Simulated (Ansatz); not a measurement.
# What a trial cell of Bi3S2 relaxes into

Method: Ansatz, DFT PBE, scalar-relativistic, plane waves, PAW. Cutoff 420 eV, Γ-centred k mesh, Gaussian smearing, no spin polarisation in the final step.

Bi3S2 was placed on the anti-corundum structure type (R-3c, No. 167), with S in place of Al, Bi in place of O, at a guessed volume.

```
Bi S
1.0
     3.51407    2.02885    6.39614
    -3.51407    2.02885    6.39614
     0.00000   -4.05770    6.39614
Bi S
6 4
Direct
  0.05625 0.44375 0.75000
  0.75000 0.05625 0.44375
  0.44375 0.75000 0.05625
  0.94375 0.55625 0.25000
  0.25000 0.94375 0.55625
  0.55625 0.25000 0.94375
  0.85218 0.85218 0.85218
  0.64782 0.64782 0.64782
  0.14782 0.14782 0.14782
  0.35218 0.35218 0.35218
```

Cell and atoms relax at zero pressure; the relaxation can't lower the symmetry of the start. After a coarse first stage the cell is made exact in the group found at 0.06 Å.

The zero of energy is the elements' standard structures at the same level; no fitted shifts are applied.

Task: Describe the relaxed structure.

Result: It ends in R-3m (No. 166). Conventional cell: a = 9.257 Å, c = 6.221 Å. Around Bi lie 2 S at 2.85 Å and 4 Bi at 3.38 Å; around S lie 1 S at 2.19 Å and 3 Bi at 2.85 Å.

Space group R-3m:H (No. 166). a = 9.257 Å, b = 9.257 Å, c = 6.221 Å, α = 90.00°, β = 90.00°, γ = 120.00°
```csv
atom,site,symmetry,x,y,z
Bi,9d,.2/m,0.8333,0.1667,0.1667
S,6c,3m,0.0000,0.0000,0.6758
```

Task: What are its volume, energy, density and gap?

Result: The volume per atom is 30.78 Å³, the density is 7.46 g/cm³ and the energy over the elements is 0.00 eV/atom. The gap on the 12×12×12 mesh is 0 eV (a metal).

The final run used a 12×12×12 mesh on its 5-atom cell and 0.10 eV smearing. The k mesh leaves about 4 meV/atom of noise in metals. Spin–orbit coupling is left out. Symmetry constrained the relaxation, so the result can be a saddle point.

Cost: 4 runs of about 8.4 core-minutes in all, on Arm Neoverse V2 (shared hosts).